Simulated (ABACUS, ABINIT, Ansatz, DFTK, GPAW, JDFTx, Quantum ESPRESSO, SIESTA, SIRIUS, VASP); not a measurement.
One calculation of TiC, 10 ways

```
CELL_PARAMETERS angstrom
0.00000 2.16572 2.16572
2.16572 0.00000 2.16572
2.16572 2.16572 0.00000
ATOMIC_POSITIONS crystal
Ti 0.00000 0.00000 0.00000
C 0.50000 0.50000 0.50000
```

The cell is a database's computed one, not the measured one.

Alike in all runs: task single point; functional PBEsol; k mesh 11 × 11 × 11; occupations fermi-dirac, width 0.05 eV; no spin polarisation; no spin-orbit coupling. Pressure is positive in compression and, in plane waves, holds the error of the finite cutoff.

| program and potentials | plane-wave cutoff (eV) | notes | pressure (GPa) |
| --- | --- | --- | --- |
| DFTK, PseudoDojo SR PBEsol 0.4.1 standard (PBEsol) | 1143 | - | -6.54 |
| SIRIUS, PseudoDojo 0.4.1 PBEsol standard (scalar relativistic) | 1152 | - | -6.54 |
| JDFTx, PseudoDojo-SR-PBEsol-0.4.1-standard with smoothed tails | 1143 | - | -6.52 |
| ABACUS, PseudoDojo NC SR 0.4.1 PBEsol standard, plane waves | 1143 | - | -6.53 |
| ABINIT, PseudoDojo NC SR PBEsol v0.4.1 standard | 1143 | - | -6.54 |
| VASP, PBE PAW files C, Ti_sv, 520 eV | 520 | potentials made for PBE | -6.46 |
| SIESTA, files PseudoDojo sr-pbesol-0.4.1-standard, DZP (energy shift 0.003 Ry; two zetas on semicore shells) | - | atomic basis | -5.37 |
| Ansatz, all-electron LAPW, scalar-relativistic | - | - | -6.74 |
| Quantum ESPRESSO, GBRV 1.5 PBEsol | 612 | - | -6.76 |
| GPAW, PAW data sets generated for this functional | 800 | - | -5.85 |

The pressure spans -6.76 (Quantum ESPRESSO, GBRV 1.5 PBEsol) to -5.37 GPa (SIESTA, files PseudoDojo sr-pbesol-0.4.1-standard, DZP (energy shift 0.003 Ry; two zetas on semicore shells)), with all-electron results at -6.74. Rows in atomic bases carry the error of their basis and grid, which can be large.

The functional is the same throughout but for its coding, so the spread measures potentials, basis and numerics; runs on potential files found faulty are left out.

Every run puts TiC under tension at this cell, so PBEsol favours a smaller volume. The cell was probably relaxed with a functional that gives longer bonds, such as PBE. Strong covalent Ti 3d–C 2p bonding, with an ionic contribution, makes the carbide very stiff, so even a slight lattice mismatch produces a stress of several GPa.

The five plane-wave runs on PseudoDojo potentials nearly coincide, between -6.52 and -6.54 GPa. This supports the consistency of the codes but doesn't test the potentials they share, and all five lie slightly above the all-electron value of -6.74 GPa. GBRV comes closest to that value, though one pressure can't separate accurate potentials from cancelling errors. GPAW, at -5.85 GPa, departs further even though its data sets match the functional, which suggests a cause in their construction or in the numerics. SIESTA's weaker tension implies a somewhat larger equilibrium volume, assuming similar stiffness. A single volume fixes neither the equilibrium lattice constant nor the bulk modulus.
